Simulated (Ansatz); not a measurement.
Crystal: Sn.

```
Sn
1.0
    -1.72654    1.77555    2.33834
     1.72654   -1.77555    2.33834
     1.72654    1.77555   -2.33834
Sn
1
Direct
  0.00000 0.00000 0.00000
```

This isn't the form of Sn at room conditions, which is tetragonal (white tin).

```yaml
Program: Ansatz 0.2.0
Task: relaxation of cell and atoms
Functional: BLYP
Potentials_or_basis: Ansatz PAW
Cutoff: "420 eV (not typed: the program's choice for these potentials)"
k_mesh: 11 × 11 × 11
Occupations: fermi-dirac, width 0.05 eV
Spin: no spin polarisation
```

At the start: volume 28.67 Å³/atom.

Q: Where does the relaxation end?

A: It ends after 7 steps and the volume is 30.86 Å³/atom (+7.6 %); space group Fm-3m (No. 225, to 0.05 Å).

Step by step:
```csv
step,energy change (eV),largest force (eV/Å),volume (Å³)
1,0.0000,0.0000,28.67
2,-0.0218,0.0000,30.72
3,-0.0228,0.0000,30.86
4,-0.0240,0.0000,30.83
5,-0.0241,0.0000,30.87
6,-0.0241,0.0000,30.86
7,-0.0244,0.0000,30.86
```

Final structure:
```xyz
1
Lattice="-1.7613 1.7612 2.4874 1.7613 -1.7612 2.4874 1.7613 1.7612 -2.4874" Properties=species:S:1:pos:R:3 pbc="T T T"
Sn    0.0000    0.0000    0.0000
```

Caveat: the plane-wave basis is chosen anew once the cell has moved, so the energies of steps on either side of that aren't comparable; the PAW data sets come from PBE, with cores solved anew for the run's functional, which leaves a small shift of forces and pressure.
